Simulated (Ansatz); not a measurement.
SnSe built on the wurtzite prototype at its r2SCAN geometry, run in the PAW code Ansatz at 2 levels of theory. (Calculated; non-magnetic; the phase may be known or hypothetical.)

The LDA input:
```yaml
crystal:
  lattice:
    - [5.0747781155, 0.0, 0.0]
    - [-2.5373890578, 4.3948867666, 0.0]
    - [0.0, 0.0, 6.173675465]
  atoms:
    - { symbol: Sn, position: [0.3333333333, 0.6666666667, -0.039135632] }
    - { symbol: Sn, position: [0.6666666667, 0.3333333333, 0.460864368] }
    - { symbol: Se, position: [0.3333333333, 0.6666666667, 0.414135632] }
    - { symbol: Se, position: [0.6666666667, 0.3333333333, 0.914135632] }
kpoints:
  mp_grid: { grid: [6, 6, 4] }
  band_path:
    path:
      - [0.0, 0.0, 0.0]
      - [0.5, 0.0, 0.0]
      - [0.3333333333, 0.3333333333, 0.0]
      - [0.0, 0.0, 0.5]
      - [0.5, 0.0, 0.5]
      - [0.3333333333, 0.3333333333, 0.5]
      - [0.28125, 0.28125, -0.5]
    npoints: 1
hamiltonian:
  xc: lda
scf:
  occupations: { method: fixed }
  n_extra_bands: 5
output:
  forces: true
  stress: true
  eigenvalues: true
```

Main results, then, where recorded, the levels near the gap in eV from the Fermi energy (columns number the bands from 0), one row a point of the path (Γ, M, K, A, L, H, H–A (0.16)):
```
Crystal: 4 atoms, lattice volume = 137.692 Å³
Symmetry: 12 space group operations
Space group: P63mc (ITA 186)
```
```
Basis set: ecut = 420 eV, 2715 PW (Γ)
Bands: 35, of which v1, the nominal top of the filled ones, is band 30 counted from 1 (29 counted from 0)
k-points: 21 of 144 (time reversal used)
Free energy (F): -22526.517957 eV
Fermi energy:    6.078586 eV
--- Forces (eV/Å), atoms counted from 1 ---
  atom   1  Sn      0.00000      0.00000    -0.00986
  atom   2  Sn      0.00000      0.00000    -0.00986
  atom   3  Se      0.00000      0.00000      0.00986
  atom   4  Se      0.00000      0.00000      0.00986
--- Stress (GPa, compression-positive) ---
       -2.355807       0.000000       0.000000
        0.000000      -2.355807       0.000000
        0.000000       0.000000      -2.200128
  P = ⅓ Tr σ = -2.3039 GPa (-23.039 kbar)
```
```tsv
band_27	band_28	band_29	band_30	band_31	band_32
-2.236	-2.236	-2.233	1.056	1.056	2.643
-2.586	-2.118	-0.753	2.093	2.842	2.963
-2.979	-0.461	-0.461	1.952	1.952	2.750
-2.918	-1.617	-1.617	1.539	1.539	1.539
-2.444	-0.848	-0.848	1.006	1.006	2.707
-2.011	0.000	0.000	0.842	0.842	1.988
-2.066	-0.151	-0.151	0.836	0.836	2.017
```

With LDA the valence top lies at H and the conduction bottom at H–A (0.16 of the way from H), 0.836 eV higher; the smallest vertical gap, at H, is 0.842 eV. Least and direct gap differ so little that the kind isn't settled.

**Question.** In the first input these blocks are replaced (the band path and keys that only write files left aside):
```yaml
hamiltonian:
  xc: pbe
scf:
  occupations: { method: fermi_dirac, width: 0.02 }
  n_extra_bands: 10
magnetization:
  noncollinear: true
  spin_orbit: true
```
What comes out?

**Answer.**
```
Basis set: ecut = 420 eV, 2715 PW (Γ)
Bands: 70, of which v1, the nominal top of the filled ones, is band 60 counted from 1 (59 counted from 0)
k-points: 21 of 144 (time reversal used)
Free energy (F): -22992.510764 eV
Fermi energy:    6.901784 eV
--- Forces (eV/Å), atoms counted from 1 ---
  atom   1  Sn      0.00000      0.00000    -0.09601
  atom   2  Sn      0.00000      0.00000    -0.09601
  atom   3  Se      0.00000      0.00000      0.09600
  atom   4  Se      0.00000      0.00000      0.09600
--- Stress (GPa, compression-positive) ---
        0.694120       0.000000       0.000000
        0.000000       0.694120       0.000000
        0.000000       0.000000       1.139844
  P = ⅓ Tr σ = 0.8427 GPa (8.427 kbar)
```
```tsv
band_54	band_55	band_56	band_57	band_58	band_59	band_60	band_61	band_62	band_63	band_64	band_65
-3.026	-3.026	-2.638	-2.638	-2.615	-2.615	0.454	0.454	0.787	0.787	2.018	2.018
-3.090	-3.090	-2.549	-2.549	-1.210	-1.210	1.667	1.667	2.414	2.414	2.539	2.539
-3.474	-3.474	-1.083	-1.003	-0.818	-0.818	1.310	1.386	1.740	1.740	2.343	2.343
-3.312	-3.312	-2.088	-2.088	-2.088	-2.088	0.933	0.933	0.933	0.933	1.246	1.246
-2.950	-2.950	-1.282	-1.282	-1.282	-1.282	0.586	0.586	0.586	0.586	2.299	2.299
-2.497	-2.497	-0.523	-0.523	-0.357	-0.357	0.358	0.358	0.475	0.475	1.474	1.474
-2.551	-2.551	-0.661	-0.661	-0.529	-0.529	0.362	0.362	0.474	0.474	1.523	1.523
```
PBE+SOC gives a direct gap of 0.71 eV at H. With the atoms held, the mean pressure is +0.84 GPa (compression positive).

Totals of different functionals, or with and without spin-orbit coupling, can't be compared.

Only the levels marked +SOC include spin-orbit coupling.
